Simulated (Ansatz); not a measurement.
Runs of Ansatz 0.2.0 on CoO. Symmetry: I4/mmm, No. 139, tetragonal system. The conventional cell has a = 3.016 Å, b = 3.016 Å, c = 4.215 Å, α = 90.00°, β = 90.00°, γ = 90.00°. Co (site symmetry 4/mmm) has 6 O at 2.11 to 2.13 Å as nearest neighbours. O (site symmetry 4/mmm) is surrounded by 6 Co at 2.11 to 2.13 Å. 

```csv
task,level,cell,gap on the mesh (eV),pressure (GPa),moment (μB),relaxed volume (Å³/atom)
relaxation of cell and atoms,PBEsol,relaxed,none,0.0,2.75,9.05
relaxation of cell and atoms,PBEsol+D4,relaxed,none,0.0,2.73,8.95
relaxation of the atoms,PBE,atoms relaxed,none,-0.3,(b),-
relaxation of cell and atoms,PBEsol+D3(BJ),relaxed,none,0.0,(a),9.61
```

Alike in all rows: potentials or basis Ansatz PAW; spin collinear, ferromagnetic start; k mesh 9 × 9 × 9; cutoff (eV) 420; smearing fermi-dirac 0.05 eV.

Problem. Fill in the values left out.

Solution. (a) 2.93; (b) 2.88.

Caveats: a cell with one magnetic atom can't hold antiferromagnetic order, which such compounds often take; semilocal functionals often make such compounds metallic where correlation or magnetic order opens a gap, which also shifts bond lengths; the plane-wave basis is chosen anew once the cell has moved, so the energies of steps on either side of that aren't comparable (some runs); the PAW data sets come from PBE, with cores solved anew for the run's functional, which leaves a small shift of forces and pressure (some runs); pairwise dispersion overbinds metals, which lowers pressure and volume (some runs); the relaxation stopped at its first step, so nothing moved (some runs); the thresholds are loose for stress (some runs).

A gap of «none» marks a metal or a gap under the smearing width.
